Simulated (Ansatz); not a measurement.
Input:

Sb2Te3 (Bi2Te3 type, space group R-3m)

```xyz
5
Lattice="2.1382 1.2345 9.9419 -2.1382 1.2345 9.9419 0.0000 -2.4690 9.9419" Properties=species:S:1:pos:R:3 pbc="T T T"
Sb     0.0000     0.0000    11.9023
Sb     0.0000     0.0000    17.9235
Te     0.0000     0.0000     0.0000
Te     0.0000     0.0000     6.2681
Te     0.0000     0.0000    23.5577
```

The volume is varied about the relaxed value V₀ at fixed cell shape. The atoms relax within the cell's symmetry.

All values below come from PBE-D3(BJ) (plane waves to 420 eV, PAW, scalar-relativistic; Ansatz, an electronic-structure program). k mesh 9×9×9 (Γ-centred), Fermi-Dirac smearing 0.05 eV. The energy includes the smearing's −TS. Compression counts positive. With the shape held, the modulus is that of even scaling; a crystal free to change shape is softer. Sb2Te3 was relaxed with its symmetry unable to fall. Spin-orbit coupling is left out, though Sb and Te are heavy. The PAW data are Ansatz's earlier set. ΔE is measured from the relaxed starting cell.

The scan covers V/V₀ from 0.900 to 1.100 in 13 points.

### Question
What is ΔE at V/V₀ = 1.100?

### Answer
31 meV/atom.

### Question
What is ΔE at V/V₀ = 0.900?

### Answer
52 meV/atom.

### Question
What pressure does the cell carry at V/V₀ = 0.900?

### Answer
5.9 GPa.

(Under strain, the slope of the energy per volume gives the stress and its curvature an elastic modulus.)
